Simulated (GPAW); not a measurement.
InP:

```
CELL_PARAMETERS angstrom
0.00000 2.93050 2.93050
2.93050 0.00000 2.93050
2.93050 2.93050 0.00000
ATOMIC_POSITIONS crystal
In 0.00000 0.00000 0.00000
P 0.75000 0.75000 0.75000
```

```yaml
Program: GPAW 26.7.0
Task: relaxation of cell and atoms
Functional: PBE
Potentials_or_basis: GPAW PAW data sets (gpaw-data 1.2.1)
Cutoff: 600 eV
Basis: pw
k_mesh: 8 × 8 × 8
Occupations: fermi-dirac, width 0.05 eV
Spin: no spin polarisation
```

At the start: pressure 3.0 GPa; volume 25.17 Å³/atom.

Q: Where does the relaxation end?

A: Over 3 steps the energy falls by 10.9 meV/atom and the volume is 26.28 Å³/atom (+4.4 %); space group F-43m (No. 216, to 0.05 Å).

The path:
| step | energy change (eV) | largest force (eV/Å) | pressure (GPa) | volume (Å³) |
| --- | --- | --- | --- | --- |
| 1 | 0.0000 | 0.0000 | 3.04 | 50.33 |
| 2 | -0.0088 | 0.0000 | 2.30 | 50.85 |
| 3 | -0.0218 | 0.0000 | 0.12 | 52.56 |

Final structure:
```
In P
1.0
     0.00000    2.97310    2.97310
     2.97310    0.00000    2.97310
     2.97310    2.97310    0.00000
In P
1 1
Direct
  0.00000 0.00000 0.00000
  0.75000 0.75000 0.75000
```

Caveat: later steps reuse the first step's grids.
